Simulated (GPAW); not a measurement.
Write an ASE script for GPAW 26.7.0 that does the following.

| Item | Value |
| --- | --- |
| Task | band structure |
| Functional | PBEsol |
| Potentials or basis | PAW data sets generated in the run's folder for this functional |
| Cutoff | 800 eV |
| Basis | pw |
| k mesh | 11 × 11 × 11 |
| Occupations | fermi-dirac, width 0.05 eV |
| Spin | collinear spin, ferromagnetic start |
| Starting moments | [2.0, 0.0] μB |
| Maxiter | 150 |
| Band path | GXWKGLUWLK,UX |
| Band points | 80 |

Crystal: CoO.

```xyz
2
Lattice="0.0000 2.1315 2.1315 2.1315 0.0000 2.1315 2.1315 2.1315 0.0000" Properties=species:S:1:pos:R:3 pbc="T T T"
Co    0.0000    0.0000    0.0000
O     2.1315    2.1315    2.1315
```

These files were run (other wordings do the same):

run.py

```python
from ase import Atoms
from ase.dft.bandgap import bandgap
from ase.io import write
from ase.units import GPa
from gpaw import GPAW, PW, setup_paths

setup_paths.insert(0, '.')

atoms = Atoms(['Co', 'O'],
              cell=[[0.0, 2.1315, 2.1315],
                    [2.1315, 0.0, 2.1315],
                    [2.1315, 2.1315, 0.0]],
              scaled_positions=[[0.0, 0.0, 0.0],
                                [0.5, 0.5, 0.5]],
              pbc=True)
atoms.set_initial_magnetic_moments([2.0, 0.0])

calc = GPAW(mode=PW(800),
            xc='PBEsol',
            kpts={'size': (11, 11, 11), 'gamma': True},
            occupations={'name': 'fermi-dirac', 'width': 0.05},
            nbands=17,
            convergence={'density': 1e-05, 'energy': 1e-05},
            maxiter=150,
            txt='gpaw.txt')
atoms.calc = calc
energy = atoms.get_potential_energy()
forces = atoms.get_forces()
stress = atoms.get_stress()
calc.write('gs.gpw')
write('result.traj', atoms)
print(f'Energy: {energy:.6f} eV')
print('Forces (eV/A):')
print(forces.round(4))
print('Stress (GPa):', (stress / GPa).round(3))
print('Moments:', calc.get_magnetic_moments().round(3))
print('Fermi level:', round(calc.get_fermi_level(), 4), 'eV')
print(f'Gap: {bandgap(calc)[0]:.4f} eV, direct: {bandgap(calc, direct=True)[0]:.4f} eV')

path = atoms.cell.bandpath('GXWKGLUWLK,UX', npoints=80, eps=1e-4)
bs_calc = calc.fixed_density(kpts=path, symmetry='off', nbands=25,
                             convergence={'bands': 'CBM+6.0', 'eigenstates': 1e-6}, txt='bands.txt')
bs = bs_calc.band_structure()
bs.write('bs.json')
print(f'Gap on the path: {bandgap(bs_calc)[0]:.4f} eV')
```

Potentials or basis: PAW data sets generated in the run's folder for this functional, pw.

Launch:

```sh
$ gpaw-setup -f PBEsol Co O
$ OMP_NUM_THREADS=1 python run.py
```

It gave:

```
Pressure                : -10.0 GPa
Band gap along the path : none (metal or under the smearing width)
Net moment              : 2.96 μB per cell
Site moments            : Co +2.53; O +0.25 μB
```

Caveat: a cell with one magnetic atom can't hold antiferromagnetic order, which such compounds often take; semilocal functionals often make such compounds metallic where correlation or magnetic order opens a gap, which also shifts bond lengths.

Wall time 2.6 min on 1 thread of AMD EPYC 7571, on a shared host, peak memory 0.29 GiB.
